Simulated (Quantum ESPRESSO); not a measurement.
This Quantum ESPRESSO 7.5 run on MoS2 needs a look.

File pw.in:

```
&CONTROL
  calculation = 'scf'
  prefix = 'pwscf'
  outdir = './tmp'
  pseudo_dir = './pseudo'
  tprnfor = .true.
  tstress = .true.
  disk_io = 'nowf'
/
&SYSTEM
  ibrav = 0
  nat = 3
  ntyp = 2
  ecutwfc = 45
  ecutrho = 360
  nbnd = 20
  occupations = 'smearing'
  smearing = 'fd'
  degauss = 0.00367493
/
&ELECTRONS
  conv_thr = 6d-10
  electron_maxstep = 50
  mixing_beta = 0.5
/
ATOMIC_SPECIES
Mo    95.9500 X.missing.UPF
S     32.0600 s_pbesol_v1.4.uspp.F.UPF
CELL_PARAMETERS angstrom
   3.1841260822    0.0000000000    0.0000000000
  -1.5920630411    2.7575340760    0.0000000000
   0.0000000000    0.0000000000   17.3345999500
ATOMIC_POSITIONS crystal
Mo     0.0000000000    0.0000000000    0.0000000000
S      0.3333333333    0.6666666667    0.9105070200
S      0.3333333333    0.6666666667    0.0894929800
K_POINTS automatic
7 7 1 0 0 0
```

Potentials or basis: GBRV 1.5 PBEsol.

Command:

```console
$ OMP_NUM_THREADS=1 mpirun -n 2 pw.x -nk 2 -in pw.in > pw.out
```

pw.out:

```text
This program is part of the open-source Quantum ESPRESSO suite
     for quantum simulation of materials; please cite
         "P. Giannozzi et al., J. Phys.:Condens. Matter 21 395502 (2009);
         "P. Giannozzi et al., J. Phys.:Condens. Matter 29 465901 (2017);
         "P. Giannozzi et al., J. Chem. Phys. 152 154105 (2020);
     in publications or presentations arising from this work. More details at

 %%%%%%%%%%%%%%%%%%%%%%%%%%%%%%%%%%%%%%%%%%%%%%%%%%%%%%%%%%%%%%%%%%%%%%%%%%%%%%
     Error in routine readpp (1):
     file ./pseudo/X.missing.UPF not found
 %%%%%%%%%%%%%%%%%%%%%%%%%%%%%%%%%%%%%%%%%%%%%%%%%%%%%%%%%%%%%%%%%%%%%%%%%%%%%%

     stopping ...

"abort". This may have caused other processes in the application to be
```

Question: How did it end, and where is the flaw?

Answer: The input was rejected before any iteration. The input holds a flaw that was put in on purpose: missing potential file.
